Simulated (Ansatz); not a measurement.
Runs of Ansatz 0.2.0 on EuS. It takes space group Fm-3m (No. 225, cubic). The conventional cell has a = 5.957 Å, b = 5.957 Å, c = 5.957 Å, α = 90.00°, β = 90.00°, γ = 90.00°. Around Eu (site symmetry m-3m) lie 6 S at 2.98 Å. Around S (site symmetry m-3m) lie 6 Eu at 2.98 Å. 

```tsv
task	level	potentials or basis	U	cell	cutoff (eV)	points for each segment of the path	hubbard projectors	double counting	gap on the mesh (eV)	pressure (GPa)	moment (μB)	relaxed volume (Å³/atom)
band structure	LDA+U	Ansatz PAW	Eu f U = 4 eV	as given	420	14	ortho-atomic (the default)	fll (the default)	(a)	-4.8	7.00	-
relaxation of cell and atoms	SVWN5	Ansatz PAW	-	relaxed	420	-	-	-	none	0.0	6.87	22.59
band structure	LDA	JTH PAW LDA	-	as given	750	14	-	-	none	(b)	6.94	-
density of states	r2SCAN	Ansatz PAW	-	as given	500	-	-	-	none	(c)	6.99	-
band structure	RPBE	Ansatz PAW	-	as given	420	14	-	-	none	-0.2	6.99	-
relaxation of cell and atoms	BLYP+D3(BJ)	Ansatz PAW	-	relaxed	420	-	-	-	-	0.0	6.94	24.19
```

Alike in all rows: spin collinear, ferromagnetic start; k mesh 8 × 8 × 8; smearing fermi-dirac 0.05 eV.

Question: Estimate the missing entries.

Answer: (a) 0.07; (b) -8.1; (c) -2.1.

Caveats: spin-orbit coupling is left out, which moves the levels of the heavy elements; a cell with one magnetic atom can't hold antiferromagnetic order, which such compounds often take; the PAW data sets come from PBE, with cores solved anew for the run's functional, which leaves a small shift of forces and pressure (some runs); without U or exact exchange the open f shell lies at the Fermi level, which spoils levels, moments and volumes (some runs); the magnetic or orbital state may not be the lowest (some runs); the plane-wave basis is chosen anew once the cell has moved, so the energies of steps on either side of that aren't comparable (some runs); the volume moved by -15 % from the deposited cell, more than functionals usually miss (some runs).

A k mesh can miss the band edges, and the runs leave out spin-orbit coupling on Eu.

A gap of «none» marks a metal or a gap under the smearing width.

Runs at the PBE level aren't shown here.
